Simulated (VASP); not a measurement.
# GaN (Fm-3m) in VASP: a series of runs

The runs below take GaN through G0W0 quasiparticle levels, with PBE.

Program: VASP 6.6.1. These are calculated values, not measurements. Logs are shortened: lines on timing, memory, paths and dates and some standing lists are left out, and cuts for length are marked.

## (1) Starting point

Symmetry: Fm-3m, No. 225, cubic system. The conventional cell has a = 4.270 Å, b = 4.270 Å, c = 4.270 Å, α = 90.00°, β = 90.00°, γ = 90.00°. Around Ga (site symmetry m-3m) lie 6 N at 2.14 Å. N (site symmetry m-3m) is surrounded by 6 Ga at 2.14 Å.

Measurements of this composition are mostly on another form, of space group No. 186.

## (2) G0W0 quasiparticle levels, PBE

Contents of POSCAR:

```
GaN
1.0
    0.0000000000      2.1352350000      2.1352350000
    2.1352350000      0.0000000000      2.1352350000
    2.1352350000      2.1352350000      0.0000000000
Ga N
1 1
Direct
    0.0000000000      0.0000000000      0.0000000000
    0.5000000000      0.5000000000      0.5000000000
```

Contents of INCAR.step1:

```
SYSTEM = GaN
PREC = Accurate ; ENCUT = 450
EDIFF = 1E-8 ; ISMEAR = 0
SIGMA = 0.01 ; LREAL = .FALSE.
LASPH = .TRUE. ; NELM = 80
ALGO = Fast ; LWAVE = .TRUE.
LCHARG = .FALSE. ; GGA = PE
```

Contents of INCAR.step2:

```
SYSTEM = GaN
PREC = Accurate ; ENCUT = 450
EDIFF = 1E-8 ; ISMEAR = 0
SIGMA = 0.01 ; LREAL = .FALSE.
LASPH = .TRUE. ; NELM = 1
ALGO = Exact ; LWAVE = .TRUE.
LCHARG = .FALSE. ; GGA = PE
NBANDS = 125 ; LOPTICS = .TRUE.
ISTART = 1
```

Contents of INCAR.step3:

```
SYSTEM = GaN
PREC = Accurate ; ENCUT = 450
EDIFF = 1E-8 ; ISMEAR = 0
SIGMA = 0.01 ; LREAL = .FALSE.
LASPH = .TRUE. ; ALGO = EVGW0
LWAVE = .FALSE. ; LCHARG = .FALSE.
GGA = PE ; NELMGW = 1
NBANDS = 125 ; ENCUTGW = 200
NOMEGA = 48 ; PRECFOCK = Fast
ISTART = 1 ; NBANDSGW = 17
```

Contents of KPOINTS:

```
regular mesh
0
G
  3 3 3
  0 0 0
```

Potentials or basis: VASP PAW PBE potentials, release 64 (Ga_d_GW, N_GW).

The run is started by

```console
> cat potpaw_PBE.64/Ga_d_GW/POTCAR potpaw_PBE.64/N_GW/POTCAR > POTCAR
> cp INCAR.step1 INCAR
> mpirun -np 1 vasp_std > vasp.out
> cp INCAR.step2 INCAR
> mpirun -np 1 vasp_std > vasp.out
> cp INCAR.step3 INCAR
> mpirun -np 1 vasp_std > vasp.out
```

OUTCAR:

```text
SYSTEM = GaN
   PREC = Accurate
   ENCUT = 450
   EDIFF = 1E-8
   ISMEAR = 0
   LREAL = .FALSE.
   LASPH = .TRUE.
   GGA = PE
   NELMGW = 1
   ENCUTGW = 200
   PRECFOCK = Fast
   ISTART = 1

 Found      4 irreducible k-points:

 Following reciprocal coordinates:
            Coordinates               Weight
  0.000000  0.000000  0.000000      1.000000
  0.333333  0.000000  0.000000      8.000000
  0.333333  0.333333  0.000000      6.000000
 -0.333333  0.333333  0.000000     12.000000
   k-points           NKPTS =      4   k-points in BZ     NKDIM =     27   number of bands    NBANDS=    125
   number of dos      NEDOS =    301   number of ions     NIONS =      2
   total plane-waves  NPLWV =  13824
   dimension x,y,z NGX =    24 NGY =   24 NGZ =   24
   dimension x,y,z NGXF=    48 NGYF=   48 NGZF=   48
   ions per type =               1   1
   NGX,Y,Z   is equivalent  to a cutoff of  13.21, 13.21, 13.21 a.u.
   NGXF,Y,Z  is equivalent  to a cutoff of  26.43, 26.43, 26.43 a.u.
 SYSTEM =  GaN
   PREC   = accura    normal or accurate (medium, high low for compatibility)
   ISTART =      1    job   : 0-new  1-cont  2-samecut
   ICHARG =      0    charge: 1-file 2-atom 10-const
   ISPIN  =      1    spin polarized calculation?
   LNONCOLLINEAR =      F non collinear calculations
   LSORBIT =      F    spin-orbit coupling
   LASPH  =      T    aspherical Exc in radial PAW
   ENCUT  =  450.0 eV  33.07 Ry    5.75 a.u.   5.22  5.22  5.22*2*pi/ulx,y,z
   NELM   =     60;   NELMIN=  2; NELMDL=  0     # of ELM steps
   EDIFF  = 0.1E-07   stopping-criterion for ELM
   LREAL  =      F    real-space projection
   EDIFFG = 0.1E-06   stopping-criterion for IOM
   NSW    =      0    number of steps for IOM
   IBRION =     -1    ionic relax: 0-MD 1-quasi-New 2-CG
   NFREE  =      0    steps in history (QN), initial steepest desc. (CG)
   ISIF   =      0    stress and relaxation
   ISYM   =      3    0-nonsym 1-usesym 2-fastsym
   POTIM  = 0.5000    time-step for ionic-motion
   TEBEG  =    0.0;   TEEND  =   0.0 temperature during run
   PSTRESS=    0.0 pullay stress
   NELECT =      18.0000    total number of electrons
   NUPDOWN=      -1.0000    fix difference up-down
   EMIN   =  10.00;   EMAX   =-10.00  energy-range for DOS
   EFERMI =   0.00;   METHOD = LEGACY
   ISMEAR =     0;   SIGMA  =   0.01  broadening in eV -4-tet -1-fermi 0-gaus
   EFERMI_NEDOS =   21; number of points for ismear=-14 and -15
   IALGO  =     38    algorithm
   IMIX   =      4    mixing-type and parameters
     AMIX     =   0.40;   BMIX     =  1.00
     AMIX_MAG =   1.60;   BMIX_MAG =  1.00
  volume/ion in A,a.u.               =       9.74        65.70
  Fermi-wavevector in a.u.,A,eV,Ry     =   1.594814  3.013761 34.605481  2.543431
  Thomas-Fermi vector in A             =   2.692830
   LORBIT       =      0    0 simple, 1 ext, 2 COOP (PROOUT), +10 PAW based schemes
   GGA     = PE    functional components
   LHFCALC =     T    Hartree Fock is set to
   PRECFOCK=fast      Normal, Fast or Accurate (Low or Medium for compatibility)
   ENCUT4O =  -1.0   cutoff for four orbital integrals eV
   NKREDX  =     1    reduce k-point grid by
   NKREDY  =     1    reduce k-point grid by
   NKREDZ  =     1    reduce k-point grid by
   AEXX    =    1.0000 exact exchange contribution
   HFSCREEN=    0.0000 screening length (either q_TF or 0.3 A-1)
   HFSCREENC=   0.0000 screening length for correlation (either q_TF or 0.3 A-1)
   ENCUTFOCK=  -1.0 apply spherical cutoff to Coloumb kernel
   IVDW    =     0    specifies the selected vdW correction
   LEPSILON=     F    determine dielectric tensor
   LRPA    =     F    only Hartree local field effects (RPA)
   LRPAFORCE           =     F    calculate RPA forces
   ENCUTGW             = 200.0    cutoff for response function in eV
   ENCUTGWSOFT         = 160.0    soft cutoff for Coulomb kernel in GW response function in eV
   ENCUTLF             =  -1.0    cutoff for local field effects
   NELMGW              =     1    number of iterations in solving QP/BSE equation
   NELMHF              =     1    number of iterations in the inner HF iteration
   NKREDLFX            =     1    NKREDLFY  =   1   NKREDLFZ  =   1
 non-spin polarized calculation
 Gauss-broadening in eV      SIGMA  =   0.01
  energy-cutoff  :      450.00
  volume of cell :       19.47
 maximum number of plane-waves:       432
 NGX is ok and might be reduce to    24
  NGX = 12; NGY = 12; NGZ = 12
   NGX = 11   NGY = 11   NGZ = 11
 maximum number of plane-waves:       137

 QP shifts <psi_nk| G(iteration)W_0 |psi_nk>: iteration 1
 for sc-GW calculations column KS-energies equals QP-energies in previous step
 and V_xc(KS)=  KS-energies - (<T + V_ion + V_H > + <T+V_H+V_ion>^1  + <V_x>^1)

 k-point   1 :       0.0000    0.0000    0.0000
  band No.  KS-energies  QP-energies   sigma(KS)   V_xc(KS)     V^pw_x(r,r')   Z            occupation Imag(sigma)

      1      -9.5376     -10.6622     -15.8905     -14.4207     -24.1393       0.7652       2.0000       1.5082
      2      -6.8856      -9.4176     -25.1431     -21.6616     -35.0060       0.7272       2.0000       0.2610
      3      -6.8856      -9.4176     -25.1431     -21.6616     -35.0060       0.7272       2.0000       0.2610
      4      -6.8856      -9.4176     -25.1431     -21.6616     -35.0060       0.7272       2.0000       0.2610
      5      -6.7935      -9.3668     -25.3893     -21.8539     -35.4739       0.7278       2.0000       0.3057
      6      -6.7935      -9.3668     -25.3893     -21.8539     -35.4739       0.7278       2.0000       0.3057
      7       7.0862       6.6746     -17.4956     -16.9546     -20.7985       0.7609       2.0000       0.1476
      8       7.0862       6.6746     -17.4956     -16.9546     -20.7985       0.7609       2.0000       0.1476
      9       7.0862       6.6746     -17.4956     -16.9546     -20.7985       0.7609       2.0000       0.1476
     10       9.3477       9.8283     -14.5985     -15.2159      -9.8738       0.7784       0.0000      -0.0905
     11      21.7677      22.0275     -11.6474     -11.9703      -5.8357       0.8044       0.0000      -0.2764
     12      21.7677      22.0275     -11.6474     -11.9703      -5.8357       0.8044       0.0000      -0.2764
     13      21.7677      22.0275     -11.6474     -11.9703      -5.8357       0.8044       0.0000      -0.2764
     14      22.6723      23.1632     -11.9511     -12.5947      -4.4060       0.7627       0.0000      -0.5985
     15      22.6723      23.1632     -11.9511     -12.5947      -4.4060       0.7627       0.0000      -0.5985
     16      22.6723      23.1632     -11.9511     -12.5947      -4.4060       0.7627       0.0000      -0.5985
     17      23.3076      23.2692      -9.0365      -8.9869      -2.3546       0.7757       0.0000      -0.3739

 k-point   2 :       0.3333    0.0000    0.0000
  band No.  KS-energies  QP-energies   sigma(KS)   V_xc(KS)     V^pw_x(r,r')   Z            occupation Imag(sigma)

      1      -7.6677      -8.7264     -17.0850     -15.5741     -25.1861       0.7008       2.0000       1.1074
      2      -6.9641      -9.4732     -25.0697     -21.6024     -35.0834       0.7237       2.0000       0.3129
      3      -6.9641      -9.4732     -25.0697     -21.6024     -35.0834       0.7237       2.0000       0.3129
      4      -6.9019      -9.2685     -24.3301     -21.0538     -33.9943       0.7223       2.0000       0.3429
      5      -6.7247      -9.2840     -25.3875     -21.8787     -35.3416       0.7294       2.0000       0.2685
      6      -6.7247      -9.2840     -25.3875     -21.8787     -35.3416       0.7294       2.0000       0.2685
      7       1.0884       0.3420     -15.5422     -14.5462     -19.8551       0.7494       2.0000       0.3538
      8       7.2798       6.8582     -17.8821     -17.3293     -21.2291       0.7626       2.0000       0.1451
      9       7.2798       6.8582     -17.8821     -17.3293     -21.2291       0.7626       2.0000       0.1451
     10      12.2094      12.5184     -13.0051     -13.3976      -7.8214       0.7872       0.0000      -0.1180
     11      16.4476      17.2393     -14.4864     -15.5313      -8.1857       0.7576       0.0000      -0.2455
     12      17.2058      17.5391     -11.4682     -11.8884      -5.5001       0.7932       0.0000      -0.2023
     13      17.2058      17.5391     -11.4682     -11.8884      -5.5001       0.7932       0.0000      -0.2023
     14      22.6608      22.8926     -10.8917     -11.1864      -4.1037       0.7867       0.0000      -0.4917
     15      26.4436      26.7717     -11.9119     -12.3249      -5.1568       0.7944       0.0000      -0.5837
     16      26.4436      26.7717     -11.9119     -12.3249      -5.1568       0.7944       0.0000      -0.5837
     17      32.8236      33.1947     -11.1220     -11.5740      -3.2433       0.8210       0.0000      -1.2673

 k-point   3 :       0.3333    0.3333    0.0000
  band No.  KS-energies  QP-energies   sigma(KS)   V_xc(KS)     V^pw_x(r,r')   Z            occupation Imag(sigma)

      1      -8.2414      -9.9426     -20.6790     -18.2900     -29.9334       0.7121       2.0000       0.8132
      2      -7.0062      -9.5074     -24.9230     -21.4681     -34.7429       0.7240       2.0000       0.2656
      3      -6.7184      -9.3042     -25.4746     -21.9390     -35.5847       0.7314       2.0000       0.3068
      4      -6.7057      -9.2608     -25.3621     -21.8683     -35.2663       0.7313       2.0000       0.2597
      5      -6.7057      -9.2608     -25.3621     -21.8683     -35.2663       0.7313       2.0000       0.2597
      6      -5.6748      -7.3920     -20.9971     -18.6040     -29.5240       0.7176       2.0000       0.6390
      7       2.5161       1.8099     -16.4107     -15.4896     -20.5483       0.7667       2.0000       0.3092
      8       5.1612       4.6003     -16.3770     -15.6340     -19.9778       0.7550       2.0000       0.1862
      9       5.1612       4.6003     -16.3770     -15.6340     -19.9778       0.7550       2.0000       0.1862
     10       9.7324      10.1323     -12.4400     -12.9427      -7.5951       0.7956       0.0000      -0.0919
     11      15.8881      15.9465     -11.0803     -11.1529      -5.8514       0.8044       0.0000      -0.1438
     12      17.4844      18.1193     -14.6181     -15.4617      -8.3082       0.7526       0.0000      -0.2251
     13      20.8507      21.4382     -13.2113     -13.9789      -6.0820       0.7654       0.0000      -0.4317
     14      20.8507      21.4382     -13.2113     -13.9789      -6.0820       0.7654       0.0000      -0.4317
     15      31.1191      31.6505     -12.5278     -13.1880      -5.6805       0.8049       0.0000      -0.8449
     16      33.7031      34.2942     -11.6396     -12.3381      -4.0704       0.8461       0.0000      -1.2593
     17      33.7031      34.2942     -11.6396     -12.3381      -4.0704       0.8461       0.0000      -1.2593

 k-point   4 :      -0.3333    0.3333    0.0000
  band No.  KS-energies  QP-energies   sigma(KS)   V_xc(KS)     V^pw_x(r,r')   Z            occupation Imag(sigma)

      1      -7.8768      -9.8208     -22.3359     -19.5695     -31.9332       0.7027       2.0000       0.6190
      2      -6.9394      -9.4283     -24.8624     -21.4322     -34.6613       0.7256       2.0000       0.2795
      3      -6.8688      -9.3995     -25.2152     -21.7284     -35.3046       0.7258       2.0000       0.3225
      4      -6.8067      -9.3318     -25.1282     -21.6602     -34.9837       0.7281       2.0000       0.2697
      5      -6.6877      -9.2487     -25.3986     -21.9037     -35.3089       0.7328       2.0000       0.2557
      6      -4.5080      -6.0482     -21.0205     -18.9229     -29.2231       0.7343       2.0000       0.7089
      7       1.1738       0.4314     -14.9060     -13.9368     -18.8959       0.7659       2.0000       0.3175
      8       2.1487       1.3676     -15.0006     -13.9861     -18.9815       0.7700       2.0000       0.3050
      9       6.0447       5.5277     -16.9431     -16.2593     -20.3951       0.7560       2.0000       0.1634
     10      11.3382      11.7243     -12.5878     -13.0745      -7.5840       0.7934       0.0000      -0.1064
     11      16.0886      16.7013     -14.2747     -15.0725      -8.4291       0.7679       0.0000      -0.1905
     12      17.9906      18.6198     -14.1646     -14.9940      -7.8879       0.7587       0.0000      -0.2295
     13      18.6569      19.1515     -12.7716     -13.4149      -6.3584       0.7688       0.0000      -0.2673
     14      23.4836      23.7533     -11.7564     -12.1030      -4.9422       0.7783       0.0000      -0.5296
     15      28.1409      28.4662     -11.0850     -11.4855      -4.3667       0.8123       0.0000      -0.6179
     16      30.1108      30.5703     -11.4619     -12.0552      -3.8149       0.7746       0.0000      -1.0483
     17      34.9388      35.6079     -12.5066     -13.3243      -4.4134       0.8182       0.0000      -1.5000
```

It took 13 s on 1 thread of Intel Xeon 6975P-C (Granite Rapids), shared host; peak memory 0.17 GiB.

The run converged, but some of its settings lie outside the range that counts as converged, so its numbers aren't taken as properties of the crystal.

What came out:

| Property | Result |
| --- | --- |
| Band gap on the k mesh, mean-field level | 2.07 eV, indirect (least direct gap 2.26 eV) |
| Quasiparticle gap | 2.97 eV |
| Least direct quasiparticle gap | 3.15 eV |

Caveat: the k mesh is coarse (spacing up to 0.85 Å⁻¹), so the values aren't converged; bands, screening cutoff and mesh are small and nothing is extrapolated, so the quasiparticle values aren't converged; an odd mesh through Γ misses points on the zone boundary, where band edges often lie.

(Part 1 of 2 ends here.)
